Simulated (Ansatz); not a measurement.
A (010) slab of HfSi2 (Cmcm (No. 63)), 11 planes, outer planes Si (top) and Si (bottom), with 14 atoms (Hf4Si10) in a surface cell of A = 13.272 Å², as cut from the bulk:

```
CELL_PARAMETERS angstrom
3.63610 0.00000 0.00000
0.00000 3.65000 0.00000
0.00000 0.00000 29.35130
ATOMIC_POSITIONS crystal
Si 0.25000 0.50000 0.25553
Si 0.75000 0.00000 0.25574
Hf 0.75000 0.50000 0.32665
Si 0.25000 0.00000 0.35085
Si 0.75000 0.00000 0.40479
Hf 0.25000 0.50000 0.42899
Si 0.25000 0.00000 0.49989
Si 0.75000 0.50000 0.50011
Hf 0.75000 0.00000 0.57101
Si 0.25000 0.50000 0.59521
Si 0.75000 0.50000 0.64915
Hf 0.25000 0.00000 0.67335
Si 0.25000 0.50000 0.74426
Si 0.75000 0.00000 0.74447
```

The calculation used DFT PBEsol, scalar-relativistic, plane waves, PAW in Ansatz 0.2.0. Cutoff 420 eV; k points 10×10×1 on the computed 14-atom cell (Γ-centred); Gaussian smearing, width 0.10 eV; no spin polarisation.

The relaxed slab holds 4 formula units of HfSi2 and 2 further Si. Against those formula units in the bulk and the further Si in its standard state it lies 2.941 eV higher. The formation energy of HfSi2 from the standard states is -1.993 eV a formula unit (uncorrected, no zero-point or thermal terms).

(1) Over what range can the chemical potential of Si vary, and what is the surface energy at both ends?

(2) How does its energy depend on growth conditions?

## Answers

(1) In contact with the bulk, 2μ(Si) + μ(Hf) is fixed. With Δμ counted from the standard states, Δμ(Si) ≤ 0 keeps elemental Si from forming, and Δμ(Hf) ≤ 0 requires Δμ(Si) ≥ ΔH/2 = -0.997 eV. Other compounds of Si and Hf can narrow this range. Then γ, the mean of both faces, = [2.941 eV − 2.00·Δμ(Si)]/(2A). At the Si-rich end (Δμ = 0): 2.941/(2 × 13.272) × 16.02 = 1.77 J/m². At the Si-poor end: (2.941 + 1.994)/(2 × 13.272) × 16.02 = 2.98 J/m².

(2) It carries an excess of Si, so its energy falls by 1.21 J/m² for each eV that μ(Si) rises: Si-rich conditions lower it; whether it appears depends on the other terminations.